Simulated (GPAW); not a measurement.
Set up this calculation in GPAW 26.7.0, as an ASE script.

* Task: single point
* Functional: PBE
* Potentials or basis: GPAW PAW data sets (gpaw-data 1.2.1)
* Cutoff: 1200 eV
* Basis: pw
* k mesh: 6 × 6 × 6
* Occupations: fermi-dirac, width 0.05 eV
* Spin: no spin polarisation
* Maxiter: 75

The system is InP.

```
CELL_PARAMETERS angstrom
0.00000 2.93050 2.93050
2.93050 0.00000 2.93050
2.93050 2.93050 0.00000
ATOMIC_POSITIONS crystal
In 0.00000 0.00000 0.00000
P 0.75000 0.75000 0.75000
```

These files were run (other wordings do the same):

run.py

```python
from ase import Atoms
from ase.dft.bandgap import bandgap
from ase.io import write
from ase.units import GPa
from gpaw import GPAW, PW

atoms = Atoms(['In', 'P'],
              cell=[[0.0, 2.9305, 2.9305],
                    [2.9305, 0.0, 2.9305],
                    [2.9305, 2.9305, 0.0]],
              scaled_positions=[[0.0, 0.0, 0.0],
                                [0.75, 0.75, 0.75]],
              pbc=True)

calc = GPAW(mode=PW(1200),
            xc='PBE',
            kpts={'size': (6, 6, 6), 'gamma': True},
            occupations={'name': 'fermi-dirac', 'width': 0.05},
            nbands=18,
            convergence={'density': 1e-05, 'energy': 1e-05},
            maxiter=75,
            txt='gpaw.txt')
atoms.calc = calc
energy = atoms.get_potential_energy()
forces = atoms.get_forces()
stress = atoms.get_stress()
calc.write('gs.gpw')
write('result.traj', atoms)
print(f'Energy: {energy:.6f} eV')
print('Forces (eV/A):')
print(forces.round(4))
print('Stress (GPa):', (stress / GPa).round(3))
print('Fermi level:', round(calc.get_fermi_level(), 4), 'eV')
print(f'Gap: {bandgap(calc)[0]:.4f} eV, direct: {bandgap(calc, direct=True)[0]:.4f} eV')
```

Potentials or basis: GPAW PAW data sets (gpaw-data 1.2.1), pw.

Launch:

```bash
$ OMP_NUM_THREADS=1 python run.py
```

It gave:

| Quantity | Value |
| --- | --- |
| Pressure | 3.1 GPa |
| Band gap on the k mesh | 0.71 eV, direct |

Caveat: spin-orbit coupling is left out, which moves the levels of the heavy elements.

It took 23 s on 1 thread of Arm Neoverse V2 (shared host), peak memory 0.22 GiB.
